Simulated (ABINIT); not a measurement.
# BAs (F-43m): G0W0 on several meshes in ABINIT

Wanted: mesh dependence and cost of G0W0 for BAs (F-43m).

Method: LDA and many-body steps on it, plane waves, in ABINIT 10.8.3.

### Step 1. The starting structure

Symmetry: F-43m, No. 216, cubic system. Conventional cell: a = 4.777 Å, b = 4.777 Å, c = 4.777 Å, α = 90.00°, β = 90.00°, γ = 90.00°. Nearest to B lie 4 As at 2.07 Å. Nearest to As lie 4 B at 2.07 Å. Farther neighbours are not listed.

The cell and positions come from the Crystallography Open Database and are kept as given unless a step says otherwise.

### Step 2. Empty states on the mesh, 6×6×6 mesh, 516 bands

This step: ABINIT 10.8.3; DFT, LDA, plane waves, norm-conserving pseudopotentials.

The sums over transitions need many empty states on a uniform mesh; this step solves for them.

Contents of run.abi:

```
acell 3*1.0 Angstrom
rprim 
  -0.000000000000 2.388500000000 2.388500000000
  2.388500000000 -0.000000000000 2.388500000000
  2.388500000000 2.388500000000 -0.000000000000
ntypat 2
znucl 5 33
natom 2
typat 1 2
xred 
  0.000000000000 0.000000000000 0.000000000000
  0.250000000000 0.250000000000 0.250000000000
pp_dirpath "pseudos"
pseudos "B.upf, As.upf"
ecut 44
ngkpt 6 6 6
nshiftk 1
shiftk 0 0 0
kptopt 1
chksymbreak 0
irdden 1
istwfk *1
nband 516
prtvol 0
optdriver 6
gwr_task "HDIAGO"
paral_kgb 0
occopt 1
indata_prefix "in"
outdata_prefix "out"
tmpdata_prefix "tmp"
```

Run with:

```console
> OMP_NUM_THREADS=1 mpirun -n 4 abinit run.abi > log
```

The program printed:

```text
.Version 10.8.3 of ABINIT. v10.8.2 released Aug 2026.

 Symmetries : space group F-4 3 m (#216); Bravais cF (face-center cubic)
[... echo of the input left out ...]
== DATASET  1 ==================================================================
-   mpi_nproc: 4, omp_nthreads: 1 (-1 if OMP is not activated)

--- !DatasetInfo
iteration_state: {dtset: 1, }
dimensions: {natom: 2, nkpt: 16, mband: 516, nsppol: 1, nspinor: 1, nspden: 1, mpw: 2637, }
cutoff_energies: {ecut:  44.0, pawecutdg:  -1.0, }
[...]
Indirect band gap semiconductor
 Fundamental gap:     1.238 (eV)
   VBM:     7.764 (eV) at k: [ 0.0000E+00,  0.0000E+00,  0.0000E+00]
   CBM:     9.002 (eV) at k: [ 3.3333E-01,  3.3333E-01,  0.0000E+00]
 Direct gap:         3.259 (eV) at k: [ 0.0000E+00,  0.0000E+00,  0.0000E+00]

== END DATASET(S) ==============================================================
================================================================================

 -outvars: echo values of variables after computation  --------
           etotal      0.0000000000E+00
            nband         516
             nkpt          16
          spgroup         216
 [... the other variables as echoed above ...]

 Calculation completed.
```

It took 63 s on 4 MPI ranks of Arm Neoverse V1, shared host; peak memory 1.7 GiB.

Numbers from this step:

| Quantity | Value |
| --- | --- |
| gap | 1.238 eV |
| k of the valence top | 0, 0, 0 |
| k of the conduction bottom | 0.3333, 0.3333, 0 |
| least direct gap | 3.259 eV |
| k points computed | 16 |
| lowest point of the top converged band, above the valence top | 374.8671 eV |

On this mesh the gap is 1.238 eV.

The density comes from a self-consistent run that is not shown.

### Step 3. Screening, 6×6×6 mesh, 111 bands, screening to 170.3 eV

The RPA dielectric matrix is built and inverted for each q.

This step: RPA screening on LDA, plane waves, norm-conserving pseudopotentials.

Edit run.abi of step 2 so:

```diff
@@ -20,10 +20,11 @@
 chksymbreak 0
-irdden 1
 istwfk *1
-nband 516
-prtvol 0
-optdriver 6
-gwr_task "HDIAGO"
-paral_kgb 0
 occopt 1
+irdwfk 1
+optdriver 3
+nband 111
+ecuteps 6.26
+inclvkb 2
+awtr 1
+symchi 1
 indata_prefix "in"
```

The program printed:

```text
.Version 10.8.3 of ABINIT. v10.8.2 released Aug 2026.

 Symmetries : space group F-4 3 m (#216); Bravais cF (face-center cubic)
[... echo of the input left out ...]
== DATASET  1 ==================================================================
-   mpi_nproc: 4, omp_nthreads: 1 (-1 if OMP is not activated)

--- !DatasetInfo
iteration_state: {dtset: 1, }
dimensions: {natom: 2, nkpt: 16, mband: 111, nsppol: 1, nspinor: 1, nspden: 1, mpw: 2637, }
cutoff_energies: {ecut:  44.0, pawecutdg:  -1.0, }
electrons: {nelect:   2.60000000E+01, charge:   0.00000000E+00, occopt:   1.00000000E+00, tsmear:   1.00000000E-02, }

 SCREENING: Calculation of the susceptibility and dielectric matrices

 Based on a program developped by R.W. Godby, V. Olevano, G. Onida, and L. Reining.
 Incorporated in ABINIT by V. Olevano, G.-M. Rignanese, and M. Torrent.
.Using double precision arithmetic ; gwpc =  8

[... cell and pseudopotentials left out ...]
--------------------------------------------------------------------------------

 ==== K-mesh for the wavefunctions ====
 Number of points in the irreducible wedge :    16
[... list of points left out ...]
 Together with 24 symmetry operations and time-reversal symmetry
 yields   216 points in the full Brillouin Zone.

 ==== Q-mesh for the screening function ====
 Number of points in the irreducible wedge :    16
[... list of points left out ...]
 Together with 24 symmetry operations and time-reversal symmetry
 yields   216 points in the full Brillouin Zone.

 setmesh: FFT mesh size selected  =    25x   25x   25
          total number of points  =        15625

 vcoul_init : cutoff-mode = AUXILIARY_FUNCTION
 q-points for optical limit:   1
     1)      0.000010    0.000020    0.000030

- screening: taking advantage of time-reversal symmetry
- Maximum band index for partially occupied states nbvw = 13
- Remaining bands to be divided among processors   nbcw = 98
- Number of bands treated by each node ~24

 Number of electrons calculated from density =   26.0000; Expected =   26.0000
 average of density, n =  0.141374
 r_s =    1.1908
 omega_plasma =   36.2695 [eV]

 calculating chi0 at frequencies [eV] :
  1    0.000000E+00    0.000000E+00
  2    0.000000E+00    3.626946E+01

--------------------------------------------------------------------------------
  q-point number  1        q = ( 0.000000, 0.000000, 0.000000) [r.l.u.]
--------------------------------------------------------------------------------
[... chi0 elements left out ...]
 For q-point:  0.000010 0.000020 0.000030
  dielectric constant =  10.6758
  dielectric constant without local fields =  11.6969

  Average fulfillment of the sum rule on Im[epsilon] for q-point    1 :     50.79  [%]
[... wings left out ...]
  q-point number  2        q = ( 0.166667, 0.000000, 0.000000) [r.l.u.]
--------------------------------------------------------------------------------
[... chi0 elements left out ...]
  Average fulfillment of the sum rule on Im[epsilon] for q-point    2 :     60.07  [%]

 [... 14 further q-points ...]
```

It took 1.8 min on 4 MPI ranks; peak memory 1 GiB; 7.2 min of CPU time.

This step gave:

| Item | Value |
| --- | --- |
| ε∞ with local fields, on this mesh, along the program's q direction | 10.68 |
| the same without local fields | 11.70 |
| plasma frequency | 36.27 eV |
| plane waves in the screening matrix | 137 |

Local fields lower ε∞ by 9 %.

### Step 4. 6×6×6

The self-energy is evaluated for the states that the input lists, and the levels follow from it, in one-shot runs by the linearised quasiparticle equation.

This step: G0W0 on LDA, plane waves, norm-conserving pseudopotentials.

Edit run.abi of step 3 so:

```diff
@@ -23,8 +23,21 @@
 irdwfk 1
-optdriver 3
+optdriver 4
 nband 111
+gwcalctyp 0
+ecutsigx 44
+symsigma 1
+nkptgw 4
+kptgw 
+  0.0000000000 0.0000000000 0.0000000000
+  0.3333333333 0.3333333333 0.0000000000
+  0.5000000000 0.0000000000 0.0000000000
+  0.5000000000 0.5000000000 0.0000000000
+bdgw 
+  11 16
+  12 15
+  12 16
+  12 15
 ecuteps 6.26
-inclvkb 2
-awtr 1
-symchi 1
+irdscr 1
+ppmodel 1
 indata_prefix "in"
```

The program printed:

```text
.Version 10.8.3 of ABINIT. v10.8.2 released Aug 2026.

 Symmetries : space group F-4 3 m (#216); Bravais cF (face-center cubic)
[... echo of the input left out ...]
== DATASET  1 ==================================================================
-   mpi_nproc: 4, omp_nthreads: 1 (-1 if OMP is not activated)

--- !DatasetInfo
iteration_state: {dtset: 1, }
dimensions: {natom: 2, nkpt: 16, mband: 111, nsppol: 1, nspinor: 1, nspden: 1, mpw: 2637, }
cutoff_energies: {ecut:  44.0, pawecutdg:  -1.0, }
electrons: {nelect:   2.60000000E+01, charge:   0.00000000E+00, occopt:   1.00000000E+00, tsmear:   1.00000000E-02, }

 SIGMA: Calculation of the GW corrections

 Based on a program developped by R.W. Godby, V. Olevano, G. Onida, and L. Reining.
 Incorporated in ABINIT by V. Olevano, G.-M. Rignanese, and M. Torrent.
.Using double precision arithmetic ; gwpc =  8

[... cell and pseudopotentials left out ...]
--------------------------------------------------------------------------------

 ==== K-mesh for the wavefunctions ====
 Number of points in the irreducible wedge :    16
[... list of points left out ...]
 Together with 24 symmetry operations and time-reversal symmetry
 yields   216 points in the full Brillouin Zone.

 ==== Q-mesh for screening function ====
 Number of points in the irreducible wedge :    16
[... list of points left out ...]
 Together with 24 symmetry operations and time-reversal symmetry
 yields   216 points in the full Brillouin Zone.

 vcoul_init : cutoff-mode = AUXILIARY_FUNCTION
 q-points for optical limit:   1
     1)      0.000010    0.000020    0.000030
 setmesh: FFT mesh size selected  =    40x   40x   40
          total number of points  =        64000

 Number of electrons calculated from density =   26.0000; Expected =   26.0000
 average of density, n =  0.141374
 r_s =    1.1908
 omega_plasma =   36.2695 [eV]

 === KS Band Gaps ===
  >>>> For spin  1
   Minimum direct gap =   3.2594 [eV], located at k-point      :   0.0000  0.0000  0.0000
   Fundamental gap    =   1.2383 [eV], Top of valence bands at :   0.0000  0.0000  0.0000
                                       Bottom of conduction at :   0.3333  0.3333  0.0000
 SIGMA fundamental parameters:
 PLASMON POLE MODEL  1
 number of plane-waves for SigmaX                 2637
 number of plane-waves for SigmaC and W            137
 number of plane-waves for wavefunctions          2637
 number of bands                                   111
 number of independent spin polarizations            1
 number of spinorial components                      1
 number of k-points in IBZ                          16
 number of q-points in IBZ                          16
 number of symmetry operations                      24
 number of k-points in BZ                          216
 number of q-points in BZ                          216
 number of frequencies for dSigma/dE                 9
 frequency step for dSigma/dE [eV]                0.25
 number of omega for Sigma on real axis              0
 max omega for Sigma on real axis  [eV]           0.00
 zcut for avoiding poles [eV]                     0.10

 EPSILON^-1 parameters (SCR file):
 dimension of the eps^-1 matrix on file            137
 dimension of the eps^-1 matrix used               137
 number of plane-waves for wavefunctions          2637
 number of bands                                   111
 number of q-points in IBZ                          16
 number of frequencies                               2
 number of real frequencies                          1
 number of imag frequencies                          1

 matrix elements of self-energy operator (all in [eV])

 Perturbative Calculation

--- !SelfEnergy_ee
iteration_state: {dtset: 1, }
kpoint     : [   0.000,    0.000,    0.000, ]
spin       : 1
KS_gap     :    3.259
QP_gap     :    4.171
Delta_QP_KS:    0.911
data: !SigmaeeData |
     Band     E0 <VxcDFT>   SigX SigC(E0)      Z dSigC/dE  Sig(E)    E-E0       E
       11   7.764 -14.374 -15.544   0.671   0.807  -0.239 -14.777  -0.402   7.361
       12   7.764 -14.374 -15.544   0.671   0.807  -0.239 -14.777  -0.402   7.361
       13   7.764 -14.374 -15.544   0.671   0.807  -0.239 -14.777  -0.402   7.361
       14  11.023 -13.345  -8.398  -4.318   0.809  -0.236 -12.836   0.509  11.532
       15  11.023 -13.345  -8.398  -4.318   0.809  -0.236 -12.836   0.509  11.532
       16  11.023 -13.345  -8.398  -4.318   0.809  -0.236 -12.836   0.509  11.532

--- !SelfEnergy_ee
iteration_state: {dtset: 1, }
kpoint     : [   0.333,    0.333,    0.000, ]
spin       : 1
KS_gap     :    4.687
QP_gap     :    5.525
Delta_QP_KS:    0.838
data: !SigmaeeData |
     Band     E0 <VxcDFT>   SigX SigC(E0)      Z dSigC/dE  Sig(E)    E-E0       E
[...]
--- !SelfEnergy_ee
iteration_state: {dtset: 1, }
kpoint     : [   0.500,    0.000,    0.000, ]
spin       : 1
KS_gap     :    4.491
QP_gap     :    5.323
Delta_QP_KS:    0.832
data: !SigmaeeData |
     Band     E0 <VxcDFT>   SigX SigC(E0)      Z dSigC/dE  Sig(E)    E-E0       E
[...]
--- !SelfEnergy_ee
iteration_state: {dtset: 1, }
kpoint     : [   0.500,    0.500,    0.000, ]
spin       : 1
KS_gap     :    5.416
QP_gap     :    6.357
Delta_QP_KS:    0.941
data: !SigmaeeData |
     Band     E0 <VxcDFT>   SigX SigC(E0)      Z dSigC/dE  Sig(E)    E-E0       E
[...]
13   3.694 -13.318 -16.213   2.115   0.793  -0.261 -13.936  -0.618   3.076
       14   9.110 -11.691  -7.122  -4.174   0.820  -0.219 -11.367   0.323   9.433
       15   9.205 -11.418  -7.020  -4.184   0.816  -0.225 -11.244   0.175   9.379

== END DATASET(S) ==============================================================
================================================================================

 -outvars: echo values of variables after computation  --------
           etotal      0.0000000000E+00
            nband         111
             nkpt          16
          spgroup         216
 [... the other variables as echoed above ...]

 Calculation completed.
```

Wall time 21 s (4 MPI ranks); peak memory 0.94 GiB; 84 s of CPU time.

This step gave:

| Property | Result |
| --- | --- |
| G0W0 gap on the mesh | 1.902 eV |
| starting gap on the mesh | 1.238 eV |
| k of the valence top | 0, 0, 0 |
| k of the conduction bottom | 0.3333, 0.3333, 0 |
| Z at the valence top | 0.807 |
| Z at the conduction bottom | 0.816 |
| least direct G0W0 gap on the computed points | 4.171 eV |

The gap on the mesh goes from 1.24 eV to 1.90 eV, a correction of +0.66 eV.

### Step 5. Empty states on the mesh, 8×8×8 mesh, 119 bands

This step: DFT, LDA, plane waves, norm-conserving pseudopotentials.

Contents of run.abi:

```
acell 3*1.0 Angstrom
rprim 
  -0.000000000000 2.388500000000 2.388500000000
  2.388500000000 -0.000000000000 2.388500000000
  2.388500000000 2.388500000000 -0.000000000000
ntypat 2
znucl 5 33
natom 2
typat 1 2
xred 
  0.000000000000 0.000000000000 0.000000000000
  0.250000000000 0.250000000000 0.250000000000
pp_dirpath "pseudos"
pseudos "B.upf, As.upf"
ecut 44
ngkpt 8 8 8
nshiftk 1
shiftk 0 0 0
kptopt 1
chksymbreak 0
irdden 1
istwfk *1
nband 119
prtvol 0
optdriver 6
gwr_task "HDIAGO"
paral_kgb 0
occopt 1
indata_prefix "in"
outdata_prefix "out"
tmpdata_prefix "tmp"
```

The program printed:

```text
[banner, memory and clock lines left out]
.Version 10.8.3 of ABINIT. v10.8.2 released Aug 2026.

 Symmetries : space group F-4 3 m (#216); Bravais cF (face-center cubic)
[... echo of the input left out ...]
== DATASET  1 ==================================================================
-   mpi_nproc: 4, omp_nthreads: 1 (-1 if OMP is not activated)

--- !DatasetInfo
iteration_state: {dtset: 1, }
dimensions: {natom: 2, nkpt: 29, mband: 119, nsppol: 1, nspinor: 1, nspden: 1, mpw: 2637, }
cutoff_energies: {ecut:  44.0, pawecutdg:  -1.0, }
[...]
Integrated=    2.6000E+01

 === KS gaps after direct diagonalization ===
 Indirect band gap semiconductor
 Fundamental gap:     1.151 (eV)
   VBM:     7.764 (eV) at k: [ 0.0000E+00,  0.0000E+00,  0.0000E+00]
   CBM:     8.915 (eV) at k: [ 3.7500E-01,  3.7500E-01,  0.0000E+00]
 Direct gap:         3.259 (eV) at k: [ 0.0000E+00,  0.0000E+00,  0.0000E+00]

== END DATASET(S) ==============================================================

 -outvars: echo values of variables after computation  --------
           etotal      0.0000000000E+00
            nband         119
             nkpt          29
          spgroup         216
 [... the other variables as echoed above ...]

 Calculation completed.
```

Run time: 1.9 min. Hardware: 4 MPI ranks; peak memory 1.7 GiB; 7.6 min of CPU time.

This step gave:

```
gap                                                           : 1.151 eV
k of the valence top                                          : 0, 0, 0
k of the conduction bottom                                    : 0.375, 0.375, 0
least direct gap                                              : 3.259 eV
k points computed                                             : 29
lowest point of the top converged band, above the valence top : 118.9303 eV
```

On this mesh the gap is 1.151 eV.

(Part 1 of 2 ends here.)

[Paths, hosts, dates, memory and timing lines, banners, echoed tables and standing remarks are left out of the program output.]

[Logs are printed without paths, hosts, clocks, repeated set-up lines and the standing remarks that a program may print on its own settings, such as how far it seeks lower states.]

[Runs of the session that timed out or met a known fault of the program may be left out.]

[Hosts, paths, dates, database ids (printed as entryN), source tags and the programs' standing remarks are cut or masked in the printed files.]

[G0W0 gaps are taken among the corrected bands and points alone; a level outside them can change the order at an edge.]

[Where Ansatz stands beside ABINIT at settings called matched, ABINIT's density can come from a denser mesh and the files from another edition; pairs whose starting gaps differed by over 0.03 eV were left out, so agreement reads better than it is.]
